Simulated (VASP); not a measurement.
HfC:

```
Hf C
1.0
     0.00000    2.32500    2.32500
     2.32500    0.00000    2.32500
     2.32500    2.32500    0.00000
Hf C
1 1
Cartesian
  2.3250 2.3250 2.3250
  0.0000 0.0000 0.0000
```

```yaml
Program: VASP 6.6.1
Task: relaxation of cell and atoms
Functional: RPBE
Dispersion: D4
Potentials_or_basis: VASP PAW PBE potentials, release 64 (Hf_pv, C)
Cutoff: 600 eV
k_mesh: 10 × 10 × 10
Occupations: fermi-dirac, width 0.05 eV
Spin: no spin polarisation
```

At the start: pressure -3.9 GPa; volume 12.57 Å³/atom.

**Question.** Where does the relaxation end?

**Answer.** Over 3 steps the energy falls by 2.6 meV/atom and the volume is 12.36 Å³/atom (-1.7 %); space group Fm-3m (No. 225, to 0.05 Å).

Step by step:
| step | energy change (eV) | largest force (eV/Å) | pressure (GPa) | volume (Å³) |
| --- | --- | --- | --- | --- |
| 1 | 0.0000 | 0.0000 | -3.87 | 25.14 |
| 2 | 0.0091 | 0.0000 | 6.99 | 24.05 |
| 3 | -0.0051 | 0.0000 | -0.01 | 24.72 |

Final structure:
```
Hf C
1.0
     0.00000    2.31213    2.31213
     2.31213    0.00000    2.31213
     2.31213    2.31213    0.00000
Hf C
1 1
Cartesian
  2.3121 2.3121 2.3121
  0.0000 0.0000 0.0000
```

Caveat: the PAW data sets were made with another functional, which shifts forces and pressure a little; pairwise dispersion overbinds metals, which lowers pressure and volume.
